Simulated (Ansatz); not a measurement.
V:

```
CELL_PARAMETERS angstrom
2.60429 0.00000 0.00000
-1.30215 2.25538 0.00000
0.00000 0.00000 4.72334
ATOMIC_POSITIONS crystal
V 0.33333 0.66667 0.25000
V 0.66667 0.33333 0.75000
```

This isn't the form of V at room conditions, which is bcc.

- Program: Ansatz 0.2.0
- Task: relaxation of cell and atoms
- Functional: PBEsol0
- Potentials or basis: Ansatz PAW
- Cutoff: 420 eV (not typed: the program's choice for these potentials)
- k mesh: 6 × 6 × 3
- Occupations: fermi-dirac, width 0.05 eV
- Spin: collinear spin, ferromagnetic start
- Starting moments: [2.0, 2.0] μB

At the start: volume 13.87 Å³/atom.

Question: How do energy, volume and symmetry change on relaxing?

Answer: It ends after 6 steps and the volume is 12.99 Å³/atom (-6.4 %); space group P6_3/mmc (No. 194, to 0.05 Å); moment 0.17 μB per cell.

Step by step:
| step | energy change (eV) | largest force (eV/Å) | volume (Å³) |
| --- | --- | --- | --- |
| 1 | 0.0000 | 0.0000 | 27.74 |
| 2 | -0.0509 | 0.0000 | 25.30 |
| 3 | -0.0730 | 0.0000 | 26.07 |
| 4 | -0.0733 | 0.0000 | 25.99 |
| 5 | -0.0733 | 0.0000 | 25.98 |
| 6 | -0.0721 | 0.0000 | 25.98 |

Final structure:
```xyz
2
Lattice="2.5489 0.0000 0.0000 -1.2745 2.2074 0.0000 0.0000 0.0000 4.6169" Properties=species:S:1:pos:R:3 pbc="T T T"
V     0.0000    1.4716    1.1542
V     1.2745    0.7358    3.4627
```

Caveat: the k mesh is coarse (spacing up to 0.46 Å⁻¹), so the values aren't converged, least of all with exact exchange; the magnetic or orbital state may not be the lowest; the plane-wave basis is chosen anew once the cell has moved, so the energies of steps on either side of that aren't comparable; the PAW data sets come from PBE, with cores solved anew for the run's functional, which leaves a small shift of forces and pressure; the starting moments weren't kept.
